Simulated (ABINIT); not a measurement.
# InP (F-43m) in ABINIT: notebook

Aim: see how the results for InP move with the level of theory and the settings. Levels: SOGGA, PBEsol, rPW86PBE. Tasks: band structure, equation of state.

Program: ABINIT 10.8.3 (patched build). These are calculated values, not measurements. Logs are shortened: lines on timing, memory, paths and dates and some standing lists are left out, and cuts for length are marked. The log counts tension as positive stress, the text compression.

**The experiment to reproduce.**

A printed reference work, data compilation reports, for a bulk crystal of InP at 1.6 K: band gap 1.4236 eV (direct).

The results are compared with them further down.

## 1. The crystal as given

It takes space group F-43m (No. 216, cubic). The conventional cell has a = 5.861 Å, b = 5.861 Å, c = 5.861 Å, α = 90.00°, β = 90.00°, γ = 90.00°. In (site symmetry -43m) is surrounded by 4 P at 2.54 Å. P (site symmetry -43m) is surrounded by 4 In at 2.54 Å.

## 2. Band structure, SOGGA

run.abi reads:

```
# Datasets: ground state, then fixed potential
ndtset 2

# Pseudopotentials
pp_dirpath "./"
pseudos "In.GGA_PBE-JTH.xml, P.GGA_PBE-JTH.xml"

# Structure
acell 3*1.0 Angstrom
rprim
     0.0000000000     2.9305000000     2.9305000000
     2.9305000000     0.0000000000     2.9305000000
     2.9305000000     2.9305000000     0.0000000000
ntypat 2
znucl 49 15
natom 2
typat 1 2
xred
     0.0000000000     0.0000000000     0.0000000000
     0.7500000000     0.7500000000     0.7500000000

# Plane-wave basis
ecut 544.227725 eV
pawecutdg 40.0

# Exchange and correlation
ixc -150130

# Bands and occupations
occopt 3
tsmear 0.05 eV

# SCF cycle
nstep 100

# Output
iomode 3
prtwf 0
prteig 0
prtebands 0
prtden1 1

# Dataset 1
kptopt1 1
ngkpt1 8 8 8
nshiftk1 1
shiftk1 0.0 0.0 0.0
nband1 13
tolvrs1 1.0e-9

# Dataset 2: bands along G-X-W-K-G-L-U-W-L-K
iscf2 -2
getden2 1
nband2 17
nbdbuf2 2
tolwfr2 1.0e-12
kptopt2 -9
ndivsm2 5
prteig2 1
prtvol2 -3
kptbounds2
     0.0000000000     0.0000000000     0.0000000000
     0.5000000000     0.0000000000     0.5000000000
     0.5000000000     0.2500000000     0.7500000000
     0.3750000000     0.3750000000     0.7500000000
     0.0000000000     0.0000000000     0.0000000000
     0.5000000000     0.5000000000     0.5000000000
     0.6250000000     0.2500000000     0.6250000000
     0.5000000000     0.2500000000     0.7500000000
     0.5000000000     0.5000000000     0.5000000000
     0.3750000000     0.3750000000     0.7500000000
```

Potentials or basis: JTH PAW PBE v2.0.

Command:

```bash
abinit run.abi > log 2>&1
```

run.abo:

```text
.Version 10.8.3 of ABINIT
 DATASET    1 : space group F-4 3 m (#216); Bravais cF (face-center cubic)
================================================================================
 Values of the parameters that define the memory need for DATASET  1.
     intxc =       0    ionmov =       0      iscf =      17    lmnmax =      18
     lnmax =       6     mgfft =      32  mpssoang =       3    mqgrid =    3001
     natom =       2  nloc_mem =       2    nspden =       1   nspinor =       1
    nsppol =       1      nsym =      24    n1xccc =       1    ntypat =       2
    occopt =       3   xclevel =       2
       mpw =        1475          nfft =       32768          nkpt =          29
 PAW method is used; the additional fine FFT grid is defined by:
   mgfftf=        48    nfftf =    110592
================================================================================
================================================================================

 DATASET    2 : space group F-4 3 m (#216); Bravais cF (face-center cubic)
================================================================================
 Values of the parameters that define the memory need for DATASET  2.
     intxc =       0    ionmov =       0      iscf =      -2    lmnmax =      18
     lnmax =       6     mgfft =      32  mpssoang =       3    mqgrid =    3001
     natom =       2  nloc_mem =       2    nspden =       1   nspinor =       1
    nsppol =       1      nsym =      24    n1xccc =       1    ntypat =       2
    occopt =       3   xclevel =       2
       mpw =        1475          nfft =       32768          nkpt =          87
 PAW method is used; the additional fine FFT grid is defined by:
   mgfftf=        48    nfftf =    110592
================================================================================
================================================================================

--------------------------------------------------------------------------------
------------- Echo of variables that govern the present computation ------------
--------------------------------------------------------------------------------
 -outvars: echo values of preprocessed input variables --------
            acell      1.8897261259E+00  1.8897261259E+00  1.8897261259E+00 Bohr
              amu      1.14820000E+02  3.09737620E+01
             ecut      2.00000000E+01 Hartree
           getden1          0
           getden2          1
             iscf1         17
             iscf2         -2
              ixc     -150130
           jdtset        1    2
           kptopt1          1
           kptopt2         -9
         kptrlatt        8    0    0      0    8    0      0    0    8
          kptrlen1     6.26535348E+01
          kptrlen2     3.00000000E+01
            natom           2
            nband1         13
            nband2         17
           nbdbuf1          0
           nbdbuf2          2
           ndtset           2
           ndivsm1          0
           ndivsm2          5
            ngfft          32      32      32
          ngfftdg          48      48      48
             nkpt1         29
             nkpt2         87
            nstep         100
             nsym          24
           ntypat           2
           occopt           3
        pawecutdg      4.00000000E+01 Hartree
         pawxcdev           0
        prtebands           0
           prteig1          0
           prteig2          1
           prtvol1          0
           prtvol2         -3
            prtwf           0
            rprim      0.0000000000E+00  2.9305000000E+00  2.9305000000E+00
                       2.9305000000E+00  0.0000000000E+00  2.9305000000E+00
                       2.9305000000E+00  2.9305000000E+00  0.0000000000E+00
           shiftk1     0.00000000E+00  0.00000000E+00  0.00000000E+00
           shiftk2     5.00000000E-01  5.00000000E-01  5.00000000E-01
          spgroup         216
           tolvrs1     1.00000000E-09
           tolvrs2     0.00000000E+00
           tolwfr1     0.00000000E+00
           tolwfr2     1.00000000E-12
           tsmear      1.83746611E-03 Hartree
            typat      1  2
           useylm           1
           xangst      0.0000000000E+00  0.0000000000E+00  0.0000000000E+00
                       4.3957500000E+00  4.3957500000E+00  4.3957500000E+00
            xcart      0.0000000000E+00  0.0000000000E+00  0.0000000000E+00
                       8.3067636180E+00  8.3067636180E+00  8.3067636180E+00
             xred      0.0000000000E+00  0.0000000000E+00  0.0000000000E+00
                       7.5000000000E-01  7.5000000000E-01  7.5000000000E-01
            znucl       49.00000   15.00000

================================================================================
[... 8 lines left out ...]
--- !DatasetInfo
[... 197 lines left out ...]
cutoff_energies: {ecut:  20.0, pawecutdg:  40.0, }
electrons: {nelect:   1.80000000E+01, charge:   0.00000000E+00, occopt:   3.00000000E+00, tsmear:   1.83746611E-03, }
meta: {optdriver: 0, ionmov: 0, optcell: 0, iscf: -2, paral_kgb: 0, }
...

 mkfilename : getden/=0, take file _DEN from output of DATASET   1.

 Real(R)+Recip(G) space primitive vectors, cartesian coordinates (Bohr,Bohr^-1):
 R(1)=  0.0000000  5.5378424  5.5378424  G(1)= -0.0902879  0.0902879  0.0902879
 R(2)=  5.5378424  0.0000000  5.5378424  G(2)=  0.0902879 -0.0902879  0.0902879
 R(3)=  5.5378424  5.5378424  0.0000000  G(3)=  0.0902879  0.0902879 -0.0902879
 Unit cell volume ucvol=  3.3966576E+02 bohr^3
 Angles (23,13,12)=  6.00000000E+01  6.00000000E+01  6.00000000E+01 degrees

 Coarse grid specifications (used for wave-functions):

 getcut: wavevector=  0.0000  0.0000  0.0000  ngfft=  32  32  32
         ecut(hartree)=     20.000   => boxcut(ratio)=   2.02962

 Fine grid specifications (used for densities):

 getcut: wavevector=  0.0000  0.0000  0.0000  ngfft=  48  48  48
         ecut(hartree)=     40.000   => boxcut(ratio)=   2.15273
--------------------------------------------------------------------------------

================================================================================
 Non-SCF case, kpt    1 (  0.00000  0.00000  0.00000), residuals and eigenvalues=
  4.08E-13  2.54E-13  2.89E-13  4.42E-13  1.64E-13  5.27E-13  2.60E-13  5.72E-13
  1.89E-13  1.83E-13  3.63E-13  8.39E-13  4.48E-13  3.12E-13  9.22E-13  5.01E-12
  2.47E-13
 -3.4914E-01 -3.4914E-01 -3.4914E-01 -3.4348E-01 -3.4348E-01 -2.5467E-01
  1.7002E-01  1.7002E-01  1.7002E-01  1.9336E-01  3.1697E-01  3.1697E-01
  3.1697E-01  4.7520E-01  5.1408E-01  5.1408E-01  5.7444E-01
 Non-SCF case, kpt    2 (  0.03571  0.00000  0.03571), residuals and eigenvalues=
  1.37E-13  4.90E-13  8.37E-13  8.54E-13  2.43E-13  3.12E-13  2.28E-13  3.37E-13
  3.54E-13  1.57E-13  5.33E-13  7.22E-13  8.82E-13  7.07E-13  7.20E-13  9.06E-13
  1.53E-06
[... 584 lines left out ...]
 Non-SCF case, kpt   86 (  0.38889  0.38889  0.72222), residuals and eigenvalues=
  2.34E-13  4.58E-13  7.68E-13  5.05E-13  9.95E-13  3.34E-13  5.70E-13  4.90E-13
  6.35E-13  2.39E-13  2.65E-13  1.41E-13  7.88E-13  7.42E-13  4.90E-13  1.08E-06
  6.69E-05
 -3.5488E-01 -3.4658E-01 -3.4591E-01 -3.4432E-01 -3.4281E-01 -1.6766E-01
 -3.6787E-02  4.4543E-02  1.0067E-01  2.5522E-01  3.3946E-01  4.3026E-01
  4.3205E-01  4.6881E-01  5.2382E-01  6.4004E-01  6.7734E-01
 Non-SCF case, kpt   87 (  0.37500  0.37500  0.75000), residuals and eigenvalues=
  7.10E-13  5.35E-13  1.68E-13  3.33E-13  4.75E-13  3.94E-13  8.58E-13  8.02E-13
  2.45E-13  8.68E-13  9.02E-13  3.29E-13  4.75E-13  6.52E-13  8.11E-13  4.36E-07
  6.29E-05
 -3.5509E-01 -3.4640E-01 -3.4576E-01 -3.4450E-01 -3.4272E-01 -1.6578E-01
 -3.8357E-02  4.5387E-02  9.7163E-02  2.5166E-01  3.2816E-01  4.4202E-01
  4.4337E-01  4.6962E-01  5.2953E-01  6.3907E-01  6.7700E-01

--- !ResultsGS
iteration_state: {dtset: 2, }
comment   : Summary of ground state results
lattice_vectors:
- [  0.0000000,   5.5378424,   5.5378424, ]
- [  5.5378424,   0.0000000,   5.5378424, ]
- [  5.5378424,   5.5378424,   0.0000000, ]
lattice_lengths: [   7.83169,    7.83169,    7.83169, ]
lattice_angles: [ 60.000,  60.000,  60.000, ] # degrees, (23, 13, 12)
lattice_volume:   3.3966576E+02
convergence: {deltae:  0.000E+00, res2:  0.000E+00, residm:  9.995E-13, diffor:  0.000E+00, }
etotal    :  -6.46449843E+01
entropy   :   0.00000000E+00
fermie    :   1.82826802E-01
cartesian_stress_tensor: null
pressure_GPa: null
xred      :
- [  0.0000E+00,   0.0000E+00,   0.0000E+00, In]
- [  7.5000E-01,   7.5000E-01,   7.5000E-01,  P]
cartesian_forces: null
force_length_stats: {min: null, max: null, mean: null, }
...

 Integrated electronic density in atomic spheres:
 ------------------------------------------------
 Atom  Sphere_radius  Integrated_density
    1        2.50645         11.24619772
    2        1.60765          1.56855127

================================================================================

 ----iterations are completed or convergence reached----

 Mean square residual over all n,k,spin=   47.540E-14; max=  99.949E-14
 reduced coordinates (array xred) for    2 atoms
       0.000000000000      0.000000000000      0.000000000000
       0.750000000000      0.750000000000      0.750000000000

 cartesian coordinates (angstrom) at end:
    1      0.00000000000000     0.00000000000000     0.00000000000000
    2      4.39575000000000     4.39575000000000     4.39575000000000
 length scales=  1.889726125908  1.889726125908  1.889726125908 bohr
              =  1.000000000000  1.000000000000  1.000000000000 angstroms
 Eigenvalues (hartree) for nkpt=  87  k points:
 kpt#   1, nband= 17, wtk=  1.00000, kpt=  0.0000  0.0000  0.0000 (reduced coord)
  -0.34914   -0.34914   -0.34914   -0.34348   -0.34348   -0.25467    0.17002    0.17002
   0.17002    0.19336    0.31697    0.31697    0.31697    0.47520    0.51408    0.51408
   0.57444
 kpt#   2, nband= 17, wtk=  1.00000, kpt=  0.0357  0.0000  0.0357 (reduced coord)
  -0.34925   -0.34909   -0.34909   -0.34349   -0.34347   -0.25394    0.15884    0.16810
   0.16810    0.20446    0.31438    0.31952    0.31952    0.47938    0.50454    0.51451
   0.57607
 kpt#   3, nband= 17, wtk=  1.00000, kpt=  0.0714  0.0000  0.0714 (reduced coord)
  -0.34957   -0.34895   -0.34895   -0.34355   -0.34342   -0.25175    0.14078    0.16276
   0.16276    0.22219    0.30740    0.32677    0.32677    0.48322    0.49239    0.51580
   0.58081
 kpt#   4, nband= 17, wtk=  1.00000, kpt=  0.1071  0.0000  0.1071 (reduced coord)
  -0.35008   -0.34872   -0.34872   -0.34363   -0.34334   -0.24814    0.12186    0.15496
   0.15496    0.24007    0.29771    0.33774    0.33774    0.46181    0.50967    0.51793
   0.58879
 kpt#   5, nband= 17, wtk=  1.00000, kpt=  0.1429  0.0000  0.1429 (reduced coord)
[... 317 lines left out ...]
   0.11005    0.26362    0.34389    0.40198    0.41277    0.48651    0.52535    0.60229
   0.64387
 kpt#  85, nband= 17, wtk=  1.00000, kpt=  0.4028  0.4028  0.6944 (reduced coord)
  -0.35464   -0.34679   -0.34613   -0.34412   -0.34289   -0.17092   -0.03553    0.04818
   0.10504    0.25948    0.34613    0.41690    0.41766    0.47647    0.52286    0.62601
   0.65848
 kpt#  86, nband= 17, wtk=  1.00000, kpt=  0.3889  0.3889  0.7222 (reduced coord)
  -0.35488   -0.34658   -0.34591   -0.34432   -0.34281   -0.16766   -0.03679    0.04454
   0.10067    0.25522    0.33946    0.43026    0.43205    0.46881    0.52382    0.64004
   0.67734
 kpt#  87, nband= 17, wtk=  1.00000, kpt=  0.3750  0.3750  0.7500 (reduced coord)
  -0.35509   -0.34640   -0.34576   -0.34450   -0.34272   -0.16578   -0.03836    0.04539
   0.09716    0.25166    0.32816    0.44202    0.44337    0.46962    0.52953    0.63907
   0.67700

== END DATASET(S) ==============================================================
================================================================================

 -outvars: echo values of variables after computation  --------
            acell      1.8897261259E+00  1.8897261259E+00  1.8897261259E+00 Bohr
           etotal1    -6.4644984320E+01
            fcart1    -2.1880188353E-28 -7.2933961176E-29  5.5916036902E-28
                       2.1880188353E-28  7.2933961176E-29 -5.5916036902E-28
            rprim      0.0000000000E+00  2.9305000000E+00  2.9305000000E+00
                       2.9305000000E+00  0.0000000000E+00  2.9305000000E+00
                       2.9305000000E+00  2.9305000000E+00  0.0000000000E+00
           strten1     1.7362362733E-05  1.7362362733E-05  1.7362362733E-05
                       0.0000000000E+00  0.0000000000E+00  0.0000000000E+00
           xangst      0.0000000000E+00  0.0000000000E+00  0.0000000000E+00
                       4.3957500000E+00  4.3957500000E+00  4.3957500000E+00
             xred      0.0000000000E+00  0.0000000000E+00  0.0000000000E+00
                       7.5000000000E-01  7.5000000000E-01  7.5000000000E-01
 Calculation completed.
```

It took 49 s on 1 thread of Intel Xeon Platinum 8375C at 2.90GHz (Ice Lake), shared host; peak memory 0.14 GiB.

Results:

| Item | Value |
| --- | --- |
| Free energy | -1759.0796 eV |
| Band gap on the k mesh | 0.64 eV, direct |
| Valence electrons inside the program's atomic spheres | In 11.25; P 1.57 |

Levels at the corners of the path, in eV from the valence-band top:
| point | band 7 | band 8 | band 9 | band 10 | band 11 | band 12 |
| --- | --- | --- | --- | --- | --- | --- |
| Γ | 0.00 | 0.00 | 0.00 | 0.64 | 4.00 | 4.00 |
| X | -5.82 | -2.37 | -2.37 | 1.60 | 2.15 | 9.09 |
| W | -5.66 | -3.03 | -2.99 | 4.16 | 4.35 | 5.46 |
| K | -5.67 | -3.39 | -1.98 | 2.22 | 4.30 | 7.40 |
| Γ | 0.00 | 0.00 | 0.00 | 0.64 | 4.00 | 4.00 |
| L | -5.82 | -0.99 | -0.99 | 1.40 | 4.71 | 4.71 |
| U | -5.67 | -3.39 | -1.98 | 2.22 | 4.30 | 7.40 |
| W | -5.66 | -3.03 | -2.99 | 4.16 | 4.35 | 5.46 |
| L | -5.82 | -0.99 | -0.99 | 1.40 | 4.71 | 4.71 |
| K | -5.67 | -3.39 | -1.98 | 2.22 | 4.30 | 7.40 |

Caveat: the cutoff is too short for stress, so the log's stress isn't used; the PAW data sets were made with another functional, which shifts forces and pressure a little; spin-orbit coupling is left out, which moves the levels of the heavy elements.

## 3. Band structure, PBEsol

run.abi: that of step 2 with these lines changed.

```diff
@@ -22,3 +22,3 @@
 # Plane-wave basis
-ecut 544.227725 eV
+ecut 20.0
 pawecutdg 40.0
@@ -26,3 +26,3 @@
 # Exchange and correlation
-ixc -150130
+ixc -116133
 
@@ -30,3 +30,3 @@
 occopt 3
-tsmear 0.05 eV
+tsmear 0.00183747
 
@@ -41,2 +41,5 @@
 prtden1 1
+prtvha1 1
+prtvclmb1 1
+prtpot1 1
 
@@ -57,3 +60,3 @@
 kptopt2 -9
-ndivsm2 5
+ndivsm2 8
 prteig2 1
```

Potentials or basis: JTH PAW PBE v2.0.

Command:

```bash
abinit run.abi > log 2>&1
```

It took 63 s on 1 thread of Intel Xeon Platinum 8375C at 2.90GHz (Ice Lake), shared host; peak memory 0.16 GiB.

Results (log left out):

```yaml
Free_energy: -1760.9064 eV
Band_gap_on_the_k_mesh: 0.60 eV, direct
Valence_electrons_inside_the_program's_atomic_spheres: In 11.25; P 1.58
```

Levels at the corners of the path, in eV from the valence-band top:
```
point  band 7  band 8  band 9  band 10  band 11  band 12
    Γ    0.00    0.00    0.00     0.60     4.00     4.00
    X   -5.83   -2.36   -2.36     1.63     2.16     9.09
    W   -5.68   -3.01   -2.98     4.20     4.33     5.47
    K   -5.68   -3.37   -1.98     2.25     4.31     7.42
    Γ    0.00    0.00    0.00     0.60     4.00     4.00
    L   -5.81   -0.99   -0.99     1.39     4.73     4.73
    U   -5.68   -3.37   -1.98     2.25     4.31     7.42
    W   -5.68   -3.01   -2.98     4.20     4.33     5.47
    L   -5.81   -0.99   -0.99     1.39     4.73     4.73
    K   -5.68   -3.37   -1.98     2.25     4.31     7.42
```

Caveat: the cutoff is too short for stress, so the log's stress isn't used; the PAW data sets were made with another functional, which shifts forces and pressure a little; spin-orbit coupling is left out, which moves the levels of the heavy elements.

[end of part 1 of 2]
